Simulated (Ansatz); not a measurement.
# CdO (Monteponite): the cost of one run

Computed with Ansatz 0.2.0 (reference: DFT, HSE06, plane waves, PAW, unless a step's input says otherwise).

2 further runs of the same task are left out: 2 that didn't finish.

**1. The starting structure**

The structure is cubic, space group Fm-3m (No. 225). The conventional cell has a = 4.706 Å, b = 4.706 Å, c = 4.706 Å, α = 90.00°, β = 90.00°, γ = 90.00°. Cd (site symmetry m-3m) is surrounded by 6 O at 2.35 Å. O (site symmetry m-3m) is surrounded by 6 Cd at 2.35 Å.

Coordinates:

```
CELL_PARAMETERS angstrom
0.00000 2.35300 2.35300
2.35300 0.00000 2.35300
2.35300 2.35300 0.00000
ATOMIC_POSITIONS crystal
Cd 0.00000 0.00000 0.00000
O 0.50000 0.50000 0.50000
```

**2. The reference run**

Input file input.yaml:

```yaml
crystal:
  lattice:
    - [0.0, 2.3530040406, 2.3530040406]
    - [2.3530040406, 0.0, 2.3530040406]
    - [2.3530040406, 2.3530040406, 0.0]
  atoms:
    - { symbol: Cd, position: [0.0, 0.0, 0.0] }
    - { symbol: O, position: [0.5, 0.5, 0.5] }
kpoints:
  mp_grid: { grid: [4, 4, 4] }
hamiltonian:
  xc: hse06
scf:
  occupations: { method: fermi_dirac, width: 0.02 }
  n_extra_bands: 4
output:
  forces: true
  stress: true
  eigenvalues: true
  write_density: true
  write_potential: true
  elf: true
  volumetric_format: npy
```

Started as:

```bash
$ ansatz run input.yaml --threads 4 --pin off --max-ram 3686MiB --backend cpu --events-out ev --progress --plain --runs-dir out
```

What time and memory should one allow on 4 threads of an x86-64 CPU, shared host?

About 11 s, with a peak of 0.51 GiB.
